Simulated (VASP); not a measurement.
A run of VASP 6.6.1 is set up as follows.

File INCAR:

```
PREC = Accurate ; ENCUT = 600
EDIFF = 1E-7 ; ISMEAR = 1
SIGMA = 0.1 ; LREAL = False
LASPH = True ; NELM = 80
ALGO = Normal ; ISIF = 3
LWAVE = False ; LCHARG = False
GGA = MK ; LUSE_VDW = True
AGGAC = 0.0 ; PARAM1 = 0.1234
PARAM2 = 1.0 ; IBRION = 2
NSW = 90 ; EDIFFG = -0.005
```

File KPOINTS:

```
regular mesh
0
Gamma
  12 12 12
```

POSCAR

```
As                                      
1.0
    1.9080009307      1.1015848509      3.4754444763
   -1.9080009307      1.1015848509      3.4754444763
   -0.0000000000     -2.2031697019      3.4754444763
  As            
     2
Direct
     0.7710899582036184    0.7710899582036184    0.7710899582036171
     0.2289100417963816    0.2289100417963816    0.2289100417963829
```

Potentials or basis: VASP PAW PBE potentials, release 64 (As).

Launch:

```bash
$ cat potpaw_PBE.64/As/POTCAR > POTCAR
$ mpirun -np 1 vasp_std > vasp.out
```

(1) Predict the band gap on the k mesh.

## Answers

(1) none (metal or under the smearing width).

Caveat: the relaxation stopped at its first step, so nothing moved.
